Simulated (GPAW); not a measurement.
# C (Fd-3m) in GPAW: a series of runs, part 2 of 2

GPAW 26.7.0.

## Step 3: Equation of state, revPBE

Contents of run.py:

```python
import spglib
from ase import Atoms
from ase.eos import EquationOfState
from ase.io import Trajectory, read
from ase.units import GPa
from gpaw import GPAW, PW

atoms = read('C.cif')
cell, positions, numbers = spglib.find_primitive(
    (atoms.cell[:], atoms.get_scaled_positions(), atoms.numbers), symprec=1e-4)
atoms = Atoms(numbers, cell=cell, scaled_positions=positions, pbc=True)

traj = Trajectory('eos.traj', 'w')
volumes, energies = [], []
for x in [0.94, 0.96, 0.98, 1.0, 1.02, 1.04, 1.06]:
    a = atoms.copy()
    a.set_cell(atoms.cell * x**(1 / 3), scale_atoms=True)
    calc = GPAW(mode=PW(800),
                xc='revPBE',
                kpts={'size': (10, 10, 10), 'gamma': True},
                occupations={'name': 'fermi-dirac', 'width': 0.05},
                nbands=11,
                convergence={'density': 1e-05, 'energy': 1e-05},
                maxiter=150,
                txt=f'eos-{x:.2f}.txt')
    a.calc = calc
    energies.append(a.get_potential_energy(force_consistent=True))
    volumes.append(a.get_volume())
    p = -a.get_stress()[:3].mean() / GPa
    calc.write(f'eos-{x:.2f}.gpw')
    traj.write(a)
    print(f'{x:.2f} {volumes[-1]:10.4f} A^3 {energies[-1]:14.6f} eV {p:9.3f} GPa', flush=True)

v0, e0, B = EquationOfState(volumes, energies, eos='birchmurnaghan').fit()
print(f'V0 = {v0:.4f} A^3, E0 = {e0:.6f} eV, B0 = {B / GPa:.2f} GPa')
```

Contents of C.cif:

```cif
data_C
_cell_length_a 3.56674000
_cell_length_b 3.56674000
_cell_length_c 3.56674000
_cell_angle_alpha 90.00000000
_cell_angle_beta 90.00000000
_cell_angle_gamma 90.00000000
_space_group_name_H-M_alt 'Fd-3m'
_space_group_name_Hall 'F 4d 2 3 -1d'
_space_group_IT_number 227
loop_
_space_group_symop_operation_xyz
'x,y,z'
'-y+1/4,x+1/4,z+1/4'
'-x,-y+1/2,z+1/2'
'y+3/4,-x+1/4,z+3/4'
'x,-y,-z'
'-y+1/4,-x+3/4,-z+3/4'
'-x,y+1/2,-z+1/2'
'y+3/4,x+3/4,-z+1/4'
'z,x,y'
'z+1/4,-y+1/4,x+1/4'
'z+1/2,-x,-y+1/2'
'z+3/4,y+3/4,-x+1/4'
'-z,x,-y'
'-z+3/4,-y+1/4,-x+3/4'
'-z+1/2,-x,y+1/2'
'-z+1/4,y+3/4,x+3/4'
'y,z,x'
'x+1/4,z+1/4,-y+1/4'
'-y+1/2,z+1/2,-x'
'-x+1/4,z+3/4,y+3/4'
'-y,-z,x'
'-x+3/4,-z+3/4,-y+1/4'
'y+1/2,-z+1/2,-x'
'x+3/4,-z+1/4,y+3/4'
'-x+1/4,-y+1/4,-z+1/4'
'y,-x,-z'
'x+1/4,y+3/4,-z+3/4'
'-y+1/2,x,-z+1/2'
'-x+1/4,y+1/4,z+1/4'
'y,x+1/2,z+1/2'
'x+1/4,-y+3/4,z+3/4'
'-y+1/2,-x+1/2,z'
'-z+1/4,-x+1/4,-y+1/4'
'-z,y,-x'
'-z+3/4,x+1/4,y+3/4'
'-z+1/2,-y+1/2,x'
'z+1/4,-x+1/4,y+1/4'
'z+1/2,y,x+1/2'
'z+3/4,x+1/4,-y+3/4'
'z,-y+1/2,-x+1/2'
'-y+1/4,-z+1/4,-x+1/4'
[... 89 lines left out ...]
'-z+1/4,x+1/4,y+1/4'
'-z,-y+1/2,x+1/2'
'z+3/4,-x+1/4,y+3/4'
'z,y,x'
'z+1/4,x+1/4,-y+1/4'
'z+1/2,-y+1/2,-x'
'-y+3/4,-z+1/4,-x+3/4'
'-x+1/2,-z,y+1/2'
'y+1/4,-z+3/4,x+3/4'
'x+1/2,-z+1/2,-y'
'y+3/4,z+1/4,-x+3/4'
'x,z+1/2,y+1/2'
'-y+1/4,z+3/4,x+3/4'
'-x,z,-y'
'x+1/2,y+1/2,z'
'-y+3/4,x+3/4,z+1/4'
'-x+1/2,-y,z+1/2'
'y+1/4,-x+3/4,z+3/4'
'x+1/2,-y+1/2,-z'
'-y+3/4,-x+1/4,-z+3/4'
'-x+1/2,y,-z+1/2'
'y+1/4,x+1/4,-z+1/4'
'z+1/2,x+1/2,y'
'z+3/4,-y+3/4,x+1/4'
'z,-x+1/2,-y+1/2'
'z+1/4,y+1/4,-x+1/4'
'-z+1/2,x+1/2,-y'
'-z+1/4,-y+3/4,-x+3/4'
'-z,-x+1/2,y+1/2'
'-z+3/4,y+1/4,x+3/4'
'y+1/2,z+1/2,x'
'x+3/4,z+3/4,-y+1/4'
'-y,z,-x'
'-x+3/4,z+1/4,y+3/4'
'-y+1/2,-z+1/2,x'
'-x+1/4,-z+1/4,-y+1/4'
'y,-z,-x'
'x+1/4,-z+3/4,y+3/4'
'-x+3/4,-y+3/4,-z+1/4'
'y+1/2,-x+1/2,-z'
'x+3/4,y+1/4,-z+3/4'
'-y,x+1/2,-z+1/2'
'-x+3/4,y+3/4,z+1/4'
'y+1/2,x,z+1/2'
'x+3/4,-y+1/4,z+3/4'
'-y,-x,z'
'-z+3/4,-x+3/4,-y+1/4'
'-z+1/2,y+1/2,-x'
'-z+1/4,x+3/4,y+3/4'
'-z,-y,x'
'z+3/4,-x+3/4,y+1/4'
'z,y+1/2,x+1/2'
'z+1/4,x+3/4,-y+3/4'
'z+1/2,-y,-x+1/2'
'-y+3/4,-z+3/4,-x+1/4'
'-x+1/2,-z+1/2,y'
'y+1/4,-z+1/4,x+1/4'
'x+1/2,-z,-y+1/2'
'y+3/4,z+3/4,-x+1/4'
'x,z,y'
'-y+1/4,z+1/4,x+1/4'
'-x,z+1/2,-y+1/2'
loop_
_atom_site_label
_atom_site_type_symbol
_atom_site_symmetry_multiplicity
_atom_site_Wyckoff_symbol
_atom_site_fract_x
_atom_site_fract_y
_atom_site_fract_z
_atom_site_occupancy
C1 C 8 a 0.2500000000 0.2500000000 0.2500000000 1
```

Potentials or basis: the program's PAW data sets (release 1.2.1) made for this functional, pw.

Command:

```sh
OMP_NUM_THREADS=1 python run.py
```

The log of the run:

```text
__  _  _
 | _ |_)|_||  |
 |__||  | ||/\| - 26.7.0

Input parameters:
  mode=PW(ecut=800.0),
  convergence={'density': 1e-05, 'energy': 1e-05},
  kpts=MonkhorstPack(size=(10, 10, 10), gamma=True),
  maxiter=150,
  nbands=11,
  occupations=Occupations(name='fermi-dirac', width=0.05),
  xc=XC(name='revPBE')

Diagonalizing LCAO Hamiltonian
Converting LCAO to pw mode

          C
       C

Atoms  # Å, Bohr magnetons
|   | symbol |        x |        y |        z |    initial magnetic moments |
|---|--------|----------|----------|----------|-----------------------------|
| 0 |      C | 0.873482 | 0.873482 | 0.873482 | ( 0.0000,  0.0000,  0.0000) |
| 1 |      C | 0.000000 | 0.000000 | 0.000000 | ( 0.0000,  0.0000,  0.0000) |

Unit cell  # Å
| periodic |        x |        y |        z |  lengths |    angles |
|----------|----------|----------|----------|----------|-----------|
|      yes | 0.000000 | 1.746964 | 1.746964 | 2.470581 | 60.000000 |
|      yes | 1.746964 | 0.000000 | 1.746964 | 2.470581 | 60.000000 |
|      yes | 1.746964 | 1.746964 | 0.000000 | 2.470581 | 60.000000 |

Number of symmetries: 24
Symmetry operations  # r_c * U_cc + t_c -> r_c
|    | kind |            matrix            |
|----|------|------------------------------|
|  0 |  E   |  1, 0, 0,  0, 1, 0,  0, 0, 1 |
|  1 |  σ   |  1, 0, 0,  0, 0, 1,  0, 1, 0 |
|  2 |  σ   |  1, 0,-1,  0, 1,-1,  0, 0,-1 |
|  3 |  C3  |  1, 0,-1,  0, 0,-1,  0, 1,-1 |
|  4 |  C3  |  1,-1, 0,  0,-1, 1,  0,-1, 0 |
|  5 |  σ   |  1,-1, 0,  0,-1, 0,  0,-1, 1 |
|  6 |  σ   |  0, 1, 0,  1, 0, 0,  0, 0, 1 |
|  7 |  C3  |  0, 1, 0,  0, 0, 1,  1, 0, 0 |
|  8 |  C2  |  0, 1,-1,  1, 0,-1,  0, 0,-1 |
|  9 |  S4  |  0, 1,-1,  0, 0,-1,  1, 0,-1 |
| 10 |  C3  |  0, 0, 1,  1, 0, 0,  0, 1, 0 |
| 11 |  σ   |  0, 0, 1,  0, 1, 0,  1, 0, 0 |
| 12 |  S4  |  0, 0,-1,  1, 0,-1,  0, 1,-1 |
| 13 |  C3  |  0, 0,-1,  0, 1,-1,  1, 0,-1 |
| 14 |  S4  |  0,-1, 1,  1,-1, 0,  0,-1, 0 |
| 15 |  C2  |  0,-1, 1,  0,-1, 0,  1,-1, 0 |
| 16 |  C3  |  0,-1, 0,  1,-1, 0,  0,-1, 1 |
| 17 |  S4  |  0,-1, 0,  0,-1, 1,  1,-1, 0 |
| 18 |  S4  | -1, 1, 0, -1, 0, 1, -1, 0, 0 |
| 19 |  C3  | -1, 1, 0, -1, 0, 0, -1, 0, 1 |
| 20 |  C3  | -1, 0, 1, -1, 1, 0, -1, 0, 0 |
| 21 |  S4  | -1, 0, 1, -1, 0, 0, -1, 1, 0 |
| 22 |  σ   | -1, 0, 0, -1, 1, 0, -1, 0, 1 |
| 23 |  C2  | -1, 0, 0, -1, 0, 1, -1, 1, 0 |

BZ-sampling:
  Number of BZ points: 1000
  Number of IBZ points: 47

  Monkhorst-Pack size: [10, 10, 10]
  Monkhorst-Pack shift: [0.05, 0.05, 0.05]

K-points  # in reciprocal-cell coordinates
|     |                                coordinates |     weight |
|-----|--------------------------------------------|------------|
|   0 | (  0.00000000,   0.00000000,   0.00000000) | 0.00100000 |
|   1 | (  0.10000000,   0.10000000,   0.00000000) | 0.00600000 |
|   2 | (  0.10000000,   0.10000000,   0.10000000) | 0.00800000 |
|   3 | (  0.20000000,   0.10000000,   0.10000000) | 0.01200000 |
|   4 | (  0.20000000,   0.20000000,   0.00000000) | 0.00600000 |
|   5 | (  0.20000000,   0.20000000,   0.10000000) | 0.02400000 |
|   6 | (  0.20000000,   0.20000000,   0.20000000) | 0.00800000 |
|   7 | (  0.30000000,   0.20000000,   0.10000000) | 0.02400000 |
|   8 | (  0.30000000,   0.20000000,   0.20000000) | 0.02400000 |
|   9 | (  0.30000000,   0.30000000,   0.00000000) | 0.00600000 |
| ... |                                            |            |
|  46 | (  0.50000000,   0.50000000,   0.50000000) | 0.00400000 |

Plane wave coefficients: 568
Cutoff: 800.0 eV

Spin-components: 1 (collinear spins)
Bands:           11
Projectors:      10
Spin-degeneracy: 2
Datatype:        complex128

Parallelization:
  kpt:    1
  domain: 1
  band:   1

Density:
  Valence electrons: 8.0
  Components: 1
  Grid points: [18 18 18]
  Charge: 0.0  # |e|

Potential:
  Grid points: [18 18 18]

species:
  C:
    name:    Carbon
    Z:       6.0
    valence: 4
    core:    2
    charge:  0.0  # [|e|]
    compensation charges:
      type: gauss
      rc: 0.20  # [Å]
      lmax: 2
    cutoffs:
      filter: 1.14  # [Å]
      core: 1.14  # [Å]
    projectors
    | kind |    occ | energy [eV] | rcut [Å] |
    |------|--------|-------------|----------|
    |   2s |  2.000 |     -13.783 |    0.635 |
    |   2p |  2.000 |      -5.237 |    0.635 |
    |    s |        |      13.429 |    0.635 |
    |    p |        |      21.974 |    0.635 |
    |    d |        |       0.000 |    0.635 |

    Using partial waves for C as LCAO basis

Reference energy: -2057.868905  # eV

eigensolver:
  PPCG
  Converge bands: occupied
  niter=2

density mixing:
  MSR1-Mixer
  Pratt-step length: 0.05
  Maximum mixing coefficient: 0.75
  Old densities: 10
  SVD Regularization: 0.005
  Good broyden scale: 1.0
  Trust region scale: 1.0
  Backstep threshold: 4.0
  History deletion threshold: 6.0
  Fourier metric: weight=20.0, sigma=0.015

occupation numbers:
  Fermi-Dirac:
    width: 0.0500  # eV

poisson solver:
  ecut: 6400.0  # eV

xc functional:
  name: revPBE with 2 nearest neighbor stencil

convergence criteria:
- Maximum integral of absolute [dens]ity change: 1e-05 electrons / valence electron
- Maximum [total energy] change in last 3 cyles: 1e-05 eV / valence electron
- Maximum integral of absolute [eigenst]ate change: 4e-08 eV^2 / valence electron
maximum number of iterations: 150

SCF iterations
|iter     | |      energy | eigst |  dens |
|---------|-|-------------|-------|-------|
|iter:   1| |  -17.843508 | +0.17 |       |
|iter:   2| |  -17.766782 | -2.77 | -0.79 |
|iter:   3| |  -17.296208 | -1.44 | -0.82 |
|iter:   4| |  -17.292515 | -2.53 | -1.47 |
|iter:   5| |  -17.293299 | -4.41 | -2.21 |
|iter:   6| |  -17.293302 | -6.06 | -3.24 |
|iter:   7| |  -17.293303c| -7.48c| -3.96 |
|iter:   8| |  -17.293303c| -7.72c| -4.97 |
|iter:   9| |  -17.293303c| -8.94c| -5.50c|

Converged in 9 steps
Energy contributions relative to reference atoms: (reference = -2057.868905)

Energy contributions:
  Kinetic:          23.164403
  Coulomb:         -20.678671
  Zero:              0.041863
  External:          0.000000
  Xc:              -19.820897
  Entropy:          -0.000000
  Spinorbit:         0.000000
  ----------------------------
  Free energy:     -17.293303
  Extrapolated:    -17.293303

dipole moment: (-8.798685, -8.798685, -8.798685)  # |e|*Ang

Fermi level: 15.078
Eigenvalues  # (at kpt = [0.000, 0.000, 0.000])
| band index |      eig [eV] | occ [0-2] |
|------------|---------------|-----------|
|          0 |        -9.170 |     2.000 |
|          1 |        13.224 |     2.000 |
|          2 |        13.224 |     2.000 |
|          3 |        13.224 |     2.000 |
|          4 |        18.996 |     0.000 |
|          5 |        18.996 |     0.000 |
|          6 |        18.996 |     0.000 |
|          7 |        27.967 |     0.000 |
|          8 |        33.414 |     0.000 |
|          9 |        40.469 |     0.000 |
|         10 |        41.107 |     0.000 |

Gap: 4.292 eV
Transition (v -> c):
  (s=0, k=0, n=3, [0.00, 0.00, 0.00]) -> (s=0, k=24, n=4, [0.40, 0.40, 0.00])
Direct/indirect transitions are different
Direct gap: 5.772 eV
Transition at: (s=0, k=0, n=3, [0.00, 0.00, 0.00])

Stress tensor  # eV/Ang^3
|         x |         y |         z |
|-----------|-----------|-----------|
| -0.231170 |  0.000000 | -0.000000 |
|  0.000000 | -0.231170 | -0.000000 |
| -0.000000 | -0.000000 | -0.231170 |

# Writing to eos-0.94.gpw (mode='')
```

Run time: 43 s. Hardware: 1 thread of Arm Neoverse V2, shared host; peak memory 0.18 GiB.

Results:

| Quantity | Value |
| --- | --- |
| Equilibrium volume | 5.76 Å³/atom |
| Bulk modulus | 422 GPa |
| Pressure derivative of the bulk modulus | 3.7 |

Energy against volume, from the lowest point:
| volume (Å³/atom) | energy (meV/atom) |
| --- | --- |
| 5.332 | 47.81 |
| 5.445 | 25.03 |
| 5.558 | 9.95 |
| 5.672 | 1.81 |
| 5.785 | 0.00 |
| 5.899 | 4.02 |
| 6.012 | 13.26 |

## Step 4: How close it comes

Step 3. Measured bulk modulus of C: 442 GPa (quoted in “Equation of state of cubic boron nitride at high pressures and temperatures”, 2007, arxiv:cond-mat/0702656). This calculation gives 422 GPa (-4.5 %). 3 values of this kind are on record (442 to 444.8 GPa); this one was drawn at random among those near their median, those with a stated uncertainty first. The fit is for a static lattice scaled at fixed shape and fixed fractional positions. The cell as given is a measured one (5.67 Å³/atom); revPBE puts the equilibrium volume +1.6 % from it, thermal expansion not counted.
